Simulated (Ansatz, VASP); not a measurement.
# Two plane-wave programs on CuAu

```
Cu Au
1.0
     2.79633    0.00000    0.00000
     0.00000    2.79633    0.00000
     0.00000    0.00000    3.52531
Cu Au
1 1
Direct
  0.50000 0.50000 0.50000
  0.00000 0.00000 0.00000
```

Alike in both runs: functional LDA; k mesh 14 × 14 × 12; occupations fermi-dirac, width 0.15 eV; no spin polarisation.

Ansatz relaxed the structure, and its values are those at the end. VASP's run is a single point on that final structure, the one shown.

|  | VASP | Ansatz |
| --- | --- | --- |
| version | VASP 6.6.1 | Ansatz 0.2.0 |
| potentials or method | VASP PAW LDA potentials, release 64 (Cu, Au) | scalar-relativistic, plane waves, PAW |
| plane-wave cutoff (eV) | 520 | 420 |
| valence electrons in the cell | 22 | 38 |

Ansatz gave:

| Property | Result |
| --- | --- |
| gap on the k mesh at the Fermi level (eV) | none |
| pressure (GPa) | 0.0 |

Problem. Estimate VASP's values.

Solution. gap on the k mesh at the Fermi level (eV): none; pressure (GPa): 0.3.

A gap of «none» marks a metal or a gap that the smearing closes. The two sets of potentials don't hold the same shells in valence.

The runs have no spin-orbit coupling, so splittings on Au are missing.
